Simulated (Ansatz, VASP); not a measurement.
# Two plane-wave programs on O

File INCAR:

```
SYSTEM = O
PREC = Accurate
ENCUT = 520
EDIFF = 1E-6
ISMEAR = -1
SIGMA = 0.01
LREAL = .False.
LASPH = .True.
NELM = 150
ALGO = Normal
ISIF = 2
LWAVE = .False.
LCHARG = .False.
ISPIN = 2
MAGMOM = 1 1
LORBIT = 11
GGA = PS
IBRION = 2
NSW = 100
EDIFFG = -0.003
```

File KPOINTS:

```
Automatic mesh
0
Gamma
  1 1 1
  0 0 0
```

The input POSCAR:

```
O
1.0
    9.0000000000      0.0000000000      0.0000000000
    0.0000000000      9.2000000000      0.0000000000
    0.0000000000      0.0000000000     10.2000000000
O
2
Direct
    0.5000000000      0.5000000000      0.4401960800
    0.5000000000      0.5000000000      0.5598039200
```

Input for Ansatz:

```yaml
crystal:
  lattice:
    - [9.0, 0.0, 0.0]
    - [0.0, 9.2, 0.0]
    - [0.0, 0.0, 10.2]
  atoms:
    - { symbol: O, position: [0.5, 0.5, 0.44019608], spin: 1.0 }
    - { symbol: O, position: [0.5, 0.5, 0.55980392], spin: 1.0 }
magnetization:
  spin_polarized: true
kpoints:
  mp_grid: { grid: [1, 1, 1] }
scf:
  occupations: { method: fermi_dirac, width: 0.01 }
hamiltonian:
  xc: pbesol
  pseudopotentials: { kind: paw }
output:
  forces: true
  stress: true
relax:
  f_tol: 0.003
  max_steps: 80
```

Alike in both runs: task relaxation of the atoms; functional PBEsol; k mesh 1 × 1 × 1; occupations fermi-dirac, width 0.01 eV; collinear spin.

|  | VASP | Ansatz |
| --- | --- | --- |
| version | VASP 6.6.1 | Ansatz 0.2.0 |
| potentials or method | VASP PAW PBE potentials, release 64 (O) | PAW with Ansatz's default frozen-core files, scalar-relativistic |
| plane-wave cutoff (eV) | 520 | 420 |
| valence electrons in the cell | 12 | 12 |

|  | VASP | Ansatz | Ansatz less VASP |
| --- | --- | --- | --- |
| net moment per atom (μB) | 1.00 | 1.00 | 0.000 |
| size of the moment on the site where the two differ most (μB) | 0.81 | 0.55 | -0.258 |
| energy change over the relaxation (meV/atom) | -1 | -2 | -0.7 |

Site moments also hang on the region over which each program counts them. Ansatz warned: «end_state_compared».

Caveats: the standard files for N, O and F lose accuracy on very short bonds. PBEsol gaps usually lie below the measured ones, often by a third to a half.
